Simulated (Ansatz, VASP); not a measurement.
# BN in VASP and in Ansatz

```xyz
2
Lattice="9.0000 0.0000 0.0000 0.0000 9.3000 0.0000 0.0000 0.0000 2.6221" Properties=species:S:1:pos:R:3 pbc="T T T"
B     4.5000    4.6500   -0.0459
N     4.5000    4.6500    1.2652
```

Alike in both runs: functional PBE; k mesh 1 × 1 × 23; occupations gaussian, width 0.05 eV; collinear spin.

Ansatz relaxed the structure, and its values are those at the end. VASP's run is a single point on that final structure, the one shown.

|  | VASP | Ansatz |
| --- | --- | --- |
| version | VASP 6.6.1 | Ansatz 0.2.0 |
| potentials or method | VASP PAW PBE potentials, release 64 (B, N) | scalar-relativistic, plane waves, PAW |
| plane-wave cutoff (eV) | 520 | 420 |
| valence electrons in the cell | 8 | 8 |

```tsv
	VASP	Ansatz	Ansatz less VASP
gap on the k mesh at the Fermi level (eV)	4.04	4.05	+0.008
least direct gap on the mesh (eV)	4.04	4.05	+0.008
net moment per atom (μB)	0.00	0.00	0.000
```

Ansatz warned: «seeded_moment_not_kept».
